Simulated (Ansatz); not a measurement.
# ZnS: the cost of one run

Method: DFT PBE, scalar-relativistic, plane waves, PAW, in Ansatz 0.2.0.

The COD entry's cell or inner coordinates are ideal or old and differ from later refinements, so a difference from it is no clean test against experiment.

1 further run of the same task is left out (set aside as unsound or not needed).

## Step 1: Starting point

It takes space group F-43m (No. 216, cubic). The conventional cell has a = 5.443 Å, b = 5.443 Å, c = 5.443 Å, α = 90.00°, β = 90.00°, γ = 90.00°. Around Zn (site symmetry -43m) lie 4 S at 2.36 Å. Around S (site symmetry -43m) lie 4 Zn at 2.36 Å.

Structure file:

```cif
data_structure
_symmetry_space_group_name_H-M 'P 1'
_symmetry_Int_Tables_number 1
_cell_length_a 3.8488
_cell_length_b 3.8488
_cell_length_c 3.8488
_cell_angle_alpha 60.000
_cell_angle_beta 60.000
_cell_angle_gamma 60.000
_cell_volume 40.31
loop_
_atom_site_label
_atom_site_type_symbol
_atom_site_fract_x
_atom_site_fract_y
_atom_site_fract_z
_atom_site_occupancy
Zn1 Zn 0.25000 0.25000 0.25000 1
S1 S 0.00000 0.00000 0.00000 1
```

It is the result of an earlier relaxation at this level (volume 20.16 Å³/atom; gap on the mesh: 2.02 eV).

## Step 2: Building the linear chain

A free-standing chain of the crystal's atoms, periodic along c. Atoms and period relax; energies count from the bulk, -2111.3672 eV an atom.

The cell holds 1 Zn, 1 S: a = 9.000 Å, b = 9.300 Å, c = 4.242 Å, α = 90.00°, β = 90.00°, γ = 90.00°.

## Step 3: The relaxation run

Pressure and volume refer to the whole cell with its vacuum; only the period along c may change.

Input file input.yaml:

```yaml
crystal:
  lattice:
    - [9.0, 0.0, 0.0]
    - [0.0, 9.3, 0.0]
    - [0.0, 0.0, 4.2423690704]
  atoms:
    - { symbol: Zn, position: [0.5, 0.5, 0.0], spin: 0.5 }
    - { symbol: S, position: [0.5, 0.5, 0.5], spin: 0.5 }
basis:
  ecutwfc: 420
kpoints:
  mp_grid: { grid: [1, 1, 15] }
hamiltonian:
  xc: pbe
scf:
  occupations: { method: gaussian, width: 0.05 }
output:
  forces: true
  stress: true
  eigenvalues: true
  populations: true
  write_density: true
  write_potential: true
  elf: true
  volumetric_format: npy
magnetization:
  spin_polarized: true
relax:
  adjacent_minimum: "off"
  f_tol: 0.01
  max_steps: 45
  cell: { fix: [a, b, alpha, beta, gamma], stress_tol: 0.03 }
```

The run is started by

```bash
$ ansatz run input.yaml --threads 2 --pin off --max-ram 5120MiB --backend cpu --events-out ev --progress --plain --runs-dir out
```

**Question.** How long does this run take on 2 threads of Intel Xeon at 2.50GHz (Skylake/Cascade Lake), shared host, and how much memory does it need?

About 50 s, with a peak of 0.58 GiB.
